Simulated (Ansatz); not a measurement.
## How the vibrations of FeSi$_{2}$ change with volume

Level of theory: DFT PBEsol, scalar-relativistic, plane waves, PAW (Ansatz). Settings: 420 eV plane-wave cutoff, Γ-centred 16×16×8 mesh, Fermi-Dirac smearing of 0.15 eV. No spin polarisation. Phonons by linear response, acoustic sum rule imposed.

Relaxed structure:
```
CELL_PARAMETERS angstrom
2.67938 0.00000 0.00000
0.00000 2.67938 0.00000
0.00000 0.00000 5.10477
ATOMIC_POSITIONS crystal
Fe 0.00000 0.00000 0.00000
Si 0.50000 0.50000 0.27161
Si 0.50000 0.50000 0.72839
```

In a metal, frequencies depend on the k mesh and the smearing, soft modes most. Spin polarisation was left out, and a magnetic state may lie lower.

Cells at 0.98 and 1.02 times the equilibrium volume were relaxed in shape and atoms; γ = −d ln ν / d ln V, modes matched by rank.

Q: Give the optical frequencies at Γ (cm⁻¹) at the three volumes and the mode Grüneisen parameters.

A:
```csv
0.98 V,V,1.02 V,γ,degeneracy
234,229,224,1.08,2
303,292,281,1.94,2
374,363,352,1.51,1
570,553,536,1.53,1
```

Q: What pressures hold the two strained cells, and what bulk modulus follows?

A: 4.06 GPa at 0.98 V and -3.63 GPa at 1.02 V, so B = −dP/d ln V ≈ 192 GPa.